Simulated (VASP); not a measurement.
# AgCl (Pm-3m) in VASP: notebook

One crystal, AgCl, is run at these levels: PBEsol; tasks: single point.

Program: VASP 6.6.1. These are calculated values, not measurements. Logs are shortened: lines on timing, memory, paths and dates and some standing lists are left out, and cuts for length are marked.

## (1) The structure

The structure is cubic, space group Pm-3m (No. 221). The conventional cell has a = 3.434 Å, b = 3.434 Å, c = 3.434 Å, α = 90.00°, β = 90.00°, γ = 90.00°. Around Ag (site symmetry m-3m) lie 8 Cl at 2.97 Å. Cl (site symmetry m-3m) is surrounded by 8 Ag at 2.97 Å.

Measurements of this composition are mostly on another form, of space group No. 225.

## (2) Single point, PBEsol

Input file INCAR:

```
SYSTEM = AgCl
ALGO = Normal ; EDIFF = 1E-7
ENCUT = 520 ; GGA = PS
ISIF = 2 ; ISMEAR = 0
LASPH = .TRUE. ; LCHARG = .FALSE.
LREAL = .FALSE. ; LWAVE = .FALSE.
NBANDS = 16 ; NELM = 100
PREC = Accurate ; SIGMA = 0.05
```

Input file KPOINTS:

```
k-points
0
G
  10 10 10
  0 0 0
```

Input file POSCAR:

```
AgCl
1.0
    3.4339730000      0.0000000000      0.0000000000
    0.0000000000      3.4339730000      0.0000000000
    0.0000000000      0.0000000000      3.4339730000
Ag Cl
1 1
Direct
    0.0000000000      0.0000000000      0.0000000000
    0.5000000000      0.5000000000      0.5000000000
```

Potentials or basis: VASP PAW PBE potentials, release 64 (Ag, Cl).

Run with:

```sh
$ cat potpaw_PBE.64/Ag/POTCAR potpaw_PBE.64/Cl/POTCAR > POTCAR
$ mpirun -np 1 vasp_std > vasp.out
```

OUTCAR:

```text
SYSTEM = AgCl
   EDIFF = 1E-7
   ENCUT = 520
   GGA = PS
   ISIF = 2
   ISMEAR = 0
   LASPH = .TRUE.
   LREAL = .FALSE.
   NELM = 100
   PREC = Accurate

 ion  position               nearest neighbor table
   1  0.000  0.000  0.000-   2 2.97   2 2.97   2 2.97   2 2.97   2 2.97   2 2.97   2 2.97   2 2.97

   2  0.500  0.500  0.500-   1 2.97   1 2.97   1 2.97   1 2.97   1 2.97   1 2.97   1 2.97   1 2.97

  LATTYP: Found a simple cubic cell.
 ALAT       =     3.4339730000

  Lattice vectors:

 A1 = (   3.4339730000,   0.0000000000,   0.0000000000)
 A2 = (   0.0000000000,   3.4339730000,   0.0000000000)
 A3 = (   0.0000000000,   0.0000000000,   3.4339730000)

Analysis of symmetry for initial positions (statically):
=====================================================================
 Subroutine PRICEL returns:
 Original cell was already a primitive cell.

 Routine SETGRP: Setting up the symmetry group for a
 simple cubic supercell.

 Subroutine GETGRP returns: Found 48 space group operations
 (whereof 48 operations were pure point group operations)
 out of a pool of 48 trial point group operations.

The static configuration has the point symmetry O_h .

Analysis of symmetry for dynamics (positions and initial velocities):
=====================================================================
 Subroutine PRICEL returns:
 Original cell was already a primitive cell.

 Routine SETGRP: Setting up the symmetry group for a
 simple cubic supercell.

 Subroutine GETGRP returns: Found 48 space group operations
 (whereof 48 operations were pure point group operations)
 out of a pool of 48 trial point group operations.

The dynamic configuration has the point symmetry O_h .

 Subroutine INISYM returns: Found 48 space group operations
 (whereof 48 operations are pure point group operations),
 and found     1 'primitive' translations

----------------------------------------------------------------------------------------

                                     Primitive cell

  volume of cell :      40.4940

  direct lattice vectors                    reciprocal lattice vectors
     3.433973000  0.000000000  0.000000000     0.291207881  0.000000000  0.000000000
     0.000000000  3.433973000  0.000000000     0.000000000  0.291207881  0.000000000
     0.000000000  0.000000000  3.433973000     0.000000000  0.000000000  0.291207881

  length of vectors
     3.433973000  3.433973000  3.433973000     0.291207881  0.291207881  0.291207881

  position of ions in fractional coordinates (direct lattice)
     0.000000000  0.000000000  0.000000000
     0.500000000  0.500000000  0.500000000

  ion indices of the primitive-cell ions
   primitive index   ion index
                 1           1
                 2           2

----------------------------------------------------------------------------------------

 KPOINTS: k-points

Automatic generation of k-mesh.
 Grid dimensions read from file:
 generate k-points for:   10   10   10

 Generating k-lattice:

  Cartesian coordinates                     Fractional coordinates (reciprocal lattice)
     0.029120788  0.000000000  0.000000000     0.100000000  0.000000000  0.000000000
     0.000000000  0.029120788  0.000000000     0.000000000  0.100000000  0.000000000
     0.000000000  0.000000000  0.029120788     0.000000000  0.000000000  0.100000000

  Length of vectors
     0.029120788  0.029120788  0.029120788

  Shift w.r.t. Gamma in fractional coordinates (k-lattice)
     0.000000000  0.000000000  0.000000000

 Subroutine IBZKPT returns following result:
 ===========================================

 Found     56 irreducible k-points:

 Following reciprocal coordinates:
            Coordinates               Weight
  0.000000  0.000000  0.000000      1.000000
  0.100000  0.000000  0.000000      6.000000
  0.200000  0.000000  0.000000      6.000000
  0.300000  0.000000  0.000000      6.000000
  0.400000  0.000000  0.000000      6.000000
  0.500000  0.000000  0.000000      3.000000
[... 16 lines left out ...]
  0.200000  0.100000  0.100000     24.000000
  0.300000  0.100000  0.100000     24.000000
 [... further k-points ...]
   k-points           NKPTS =     56   k-points in BZ     NKDIM =     56   number of bands    NBANDS=     16
   number of dos      NEDOS =    301   number of ions     NIONS =      2
   total plane-waves  NPLWV =  21952
   dimension x,y,z NGX =    28 NGY =   28 NGZ =   28
   dimension x,y,z NGXF=    56 NGYF=   56 NGZF=   56
   ions per type =               1   1
   NGX,Y,Z   is equivalent  to a cutoff of  13.56, 13.56, 13.56 a.u.
   NGXF,Y,Z  is equivalent  to a cutoff of  27.11, 27.11, 27.11 a.u.
 SYSTEM =  AgCl
   PREC   = accura    normal or accurate (medium, high low for compatibility)
   ISTART =      0    job   : 0-new  1-cont  2-samecut
   ICHARG =      2    charge: 1-file 2-atom 10-const
   ISPIN  =      1    spin polarized calculation?
   LNONCOLLINEAR =      F non collinear calculations
   LSORBIT =      F    spin-orbit coupling
   LASPH  =      T    aspherical Exc in radial PAW
   ENCUT  =  520.0 eV  38.22 Ry    6.18 a.u.   6.38  6.38  6.38*2*pi/ulx,y,z
   NELM   =    100;   NELMIN=  2; NELMDL= -5     # of ELM steps
   EDIFF  = 0.1E-06   stopping-criterion for ELM
   LREAL  =      F    real-space projection
   EDIFFG = 0.1E-05   stopping-criterion for IOM
   NSW    =      0    number of steps for IOM
   IBRION =     -1    ionic relax: 0-MD 1-quasi-New 2-CG
   NFREE  =      0    steps in history (QN), initial steepest desc. (CG)
   ISIF   =      2    stress and relaxation
   ISYM   =      2    0-nonsym 1-usesym 2-fastsym
   POTIM  = 0.5000    time-step for ionic-motion
   TEBEG  =    0.0;   TEEND  =   0.0 temperature during run
   PSTRESS=    0.0 pullay stress
   NELECT =      18.0000    total number of electrons
   NUPDOWN=      -1.0000    fix difference up-down
   EMIN   =  10.00;   EMAX   =-10.00  energy-range for DOS
   EFERMI =   0.00;   METHOD = LEGACY
   ISMEAR =     0;   SIGMA  =   0.05  broadening in eV -4-tet -1-fermi 0-gaus
   EFERMI_NEDOS =   21; number of points for ismear=-14 and -15
   IALGO  =     38    algorithm
   IMIX   =      4    mixing-type and parameters
     AMIX     =   0.40;   BMIX     =  1.00
     AMIX_MAG =   1.60;   BMIX_MAG =  1.00
  volume/ion in A,a.u.               =      20.25       136.63
  Fermi-wavevector in a.u.,A,eV,Ry     =   1.249402  2.361027 21.238760  1.561005
  Thomas-Fermi vector in A             =   2.383444
   LORBIT       =      0    0 simple, 1 ext, 2 COOP (PROOUT), +10 PAW based schemes
   GGA     = PS    functional components
   LHFCALC =     F    Hartree Fock is set to
   AEXX    =    0.0000 exact exchange contribution
   IVDW    =     0    specifies the selected vdW correction
   LEPSILON=     F    determine dielectric tensor
   LRPA    =     F    only Hartree local field effects (RPA)
 non-spin polarized calculation
 Gauss-broadening in eV      SIGMA  =   0.05
  energy-cutoff  :      520.00
  volume of cell :       40.49
 maximum number of plane-waves:      1108
 NGX is ok and might be reduce to    28
   NGX = 13   NGY = 13   NGZ = 13

 number of electron      18.0000002 magnetization

 Free energy of the ion-electron system (eV)
  ---------------------------------------------------
  ext. energy  EPLUGINS =         0.00000000
  ---------------------------------------------------
  free energy    TOTEN  =        -5.76482329 eV

  energy without entropy =       -5.76482329  energy(sigma->0) =       -5.76482329

 E-fermi :   4.0025     XC(G=0): -10.6175

 val. band max:        3.7911727965   @ k =   0.5000   0.0000   0.0000
 cond. band min:       4.2004367185   @ k =   0.0000   0.0000   0.0000
 fundamental gap:      0.4092639220
 Fermi energy:         4.0024717321

 k-point     1 :       0.0000    0.0000    0.0000
  band No.  band energies     occupation
      1     -10.7829      2.00000
      2       1.0343      2.00000
      3       1.0343      2.00000
      4       1.9919      2.00000
      5       1.9919      2.00000
      6       1.9919      2.00000
[... 8 lines left out ...]
     15      17.2850      0.00000
     16      20.1717      0.00000

 k-point     2 :       0.1000    0.0000    0.0000
  band No.  band energies     occupation
      1     -10.7416      2.00000
      2       0.9163      2.00000
      3       1.0483      2.00000
      4       1.7068      2.00000
      5       1.7068      2.00000
      6       1.9025      2.00000
[... 8 lines left out ...]
     15      17.0034      0.00000
     16      20.1316      0.00000

 k-point     3 :       0.2000    0.0000    0.0000
  band No.  band energies     occupation
      1     -10.6298      2.00000
      2       0.2751      2.00000
      3       1.0853      2.00000
      4       1.3783      2.00000
      5       1.3783      2.00000
      6       1.7980      2.00000
[... 8 lines left out ...]
     15      17.0025      0.00000
     16      20.0275      0.00000

 k-point     4 :       0.3000    0.0000    0.0000
  band No.  band energies     occupation
      1     -10.4833      2.00000
      2      -0.5272      2.00000
      3       1.1242      2.00000
      4       1.1242      2.00000
      5       1.1317      2.00000
      6       2.0242      2.00000
[... 8 lines left out ...]
     15      18.1517      0.00000
     16      19.9005      0.00000
[... 324 lines left out ...]
 k-point    22 :       0.1000    0.1000    0.1000
  band No.  band energies     occupation
      1     -10.6622      2.00000
      2       0.9486      2.00000
      3       0.9486      2.00000
      4       1.0662      2.00000
      5       1.7086      2.00000
      6       1.7086      2.00000
[... 8 lines left out ...]
     15      16.5884      0.00000
     16      20.3556      0.00000

 k-point    23 :       0.2000    0.1000    0.1000
  band No.  band energies     occupation
      1     -10.5561      2.00000
      2       0.3344      2.00000
      3       0.9397      2.00000
      4       1.1132      2.00000
      5       1.4356      2.00000
      6       1.8074      2.00000
[... 8 lines left out ...]
     15      17.0597      0.00000
     16      19.7463      0.00000

 k-point    24 :       0.3000    0.1000    0.1000
  band No.  band energies     occupation
      1     -10.4176      2.00000
      2      -0.3934      2.00000
      3       0.8779      2.00000
      4       1.1480      2.00000
      5       1.2945      2.00000
      6       1.9038      2.00000
[... 8 lines left out ...]
     15      18.0024      0.00000
     16      19.5125      0.00000

 [... further k-points ...]

------------------------ aborting loop because EDIFF is reached ----------------------------------------

  FORCE on cell =-STRESS in cart. coord.  units (eV):
  Direction    XX          YY          ZZ          XY          YZ          ZX
  --------------------------------------------------------------------------------------
  -------------------------------------------------------------------------------------
  Total       -1.1868499     -1.1868499     -1.1868499     -0.0000000      0.0000000     -0.0000000
  in kB      -46.9586648    -46.9586648    -46.9586648     -0.0000000      0.0000000     -0.0000000
  external PRESSURE =     -46.9586648 kB  Pullay stress =       0.0000000 kB

 VOLUME and BASIS-vectors are now :
 -----------------------------------------------------------------------------
  energy-cutoff  :      520.00
  volume of cell :       40.49
      direct lattice vectors                 reciprocal lattice vectors
     3.433973000  0.000000000  0.000000000     0.291207881  0.000000000  0.000000000
     0.000000000  3.433973000  0.000000000     0.000000000  0.291207881  0.000000000
     0.000000000  0.000000000  3.433973000     0.000000000  0.000000000  0.291207881

 POSITION                                       TOTAL-FORCE (eV/Angst)
 -----------------------------------------------------------------------------------
      0.00000      0.00000      0.00000         0.000000      0.000000      0.000000
      1.71699      1.71699      1.71699         0.000000      0.000000      0.000000
 -----------------------------------------------------------------------------------
    total drift:                               -0.000000      0.000000      0.000000

  FREE ENERGIE OF THE ION-ELECTRON SYSTEM (eV)
  ---------------------------------------------------
  free  energy   TOTEN  =        -5.7648232923 eV

  energy  without entropy=       -5.7648232923  energy(sigma->0) =       -5.76482329
```

Run time: 58 s. Hardware: 1 thread of Intel Xeon Platinum 8375C at 2.90GHz (Ice Lake), shared host; peak memory 0.17 GiB.

What came out:

```yaml
Free_energy: -5.7648 eV
Pressure: -4.7 GPa
Band_gap_on_the_k_mesh: 0.41 eV, indirect (least direct gap 1.93 eV)
```

Caveat: the PAW data sets were made with another functional, which shifts forces and pressure a little.

## (3) Single point, PBEsol

Input file INCAR:

```
SYSTEM = AgCl
PREC     = Accurate       ! precision mode
ENCUT    = 520            ! plane-wave cutoff, eV
EDIFF    = 1E-7           ! SCF threshold, eV
ISMEAR   = 0              ! smearing method
SIGMA    = 0.05           ! smearing width, eV
LREAL    = .False.        ! projectors in reciprocal space
LASPH    = .True.         ! aspherical terms in the spheres
NELM     = 100            ! most SCF steps
ALGO     = Fast           ! electronic algorithm
ISIF     = 2              ! what is computed and relaxed
LWAVE    = .False.        ! write WAVECAR
LCHARG   = .False.        ! write CHGCAR
GGA      = PS             ! functional
NBANDS   = 16             ! bands
```

Input file KPOINTS:

```
Automatic mesh
0
Gamma
  12 12 12
  0 0 0
```

POSCAR is that of step 2.

Potentials or basis: VASP PAW PBE potentials, release 64 (Ag, Cl).

Run with:

```sh
$ cat potpaw_PBE.64/Ag/POTCAR potpaw_PBE.64/Cl/POTCAR > POTCAR
$ mpirun -np 1 vasp_std > vasp.out
```

Wall time 70 s (1 thread of Intel Xeon Platinum 8375C at 2.90GHz (Ice Lake), shared host); peak memory 0.19 GiB.

The run converged. Its results:

* Free energy: -5.7649 eV
* Pressure: -4.7 GPa
* Band gap on the k mesh: 0.41 eV, indirect (least direct gap 1.93 eV)

Levels at points of the mesh, in eV from the valence-band top:
| k point | band 5 | band 6 | band 7 | band 8 | band 9 | band 10 | band 11 | band 12 | band 13 | band 14 |
| --- | --- | --- | --- | --- | --- | --- | --- | --- | --- | --- |
| (0.00, 0.00, 0.00) | -1.80 | -1.80 | -1.53 | -1.53 | -1.53 | 0.41 | 9.29 | 9.29 | 13.49 | 13.49 |
| (0.50, 0.00, 0.00) | -2.61 | -1.75 | -1.43 | 0.00 | 0.00 | 4.72 | 5.42 | 9.27 | 9.89 | 9.89 |
| (0.50, 0.50, 0.00) | -2.12 | -2.09 | -2.09 | -1.50 | -0.88 | 2.67 | 8.78 | 8.78 | 10.47 | 13.65 |
| (0.50, 0.50, 0.50) | -1.48 | -1.48 | -0.18 | -0.18 | -0.18 | 4.62 | 4.62 | 4.62 | 6.62 | 17.23 |

Caveat: the PAW data sets were made with another functional, which shifts forces and pressure a little. A k mesh can miss the band edges.
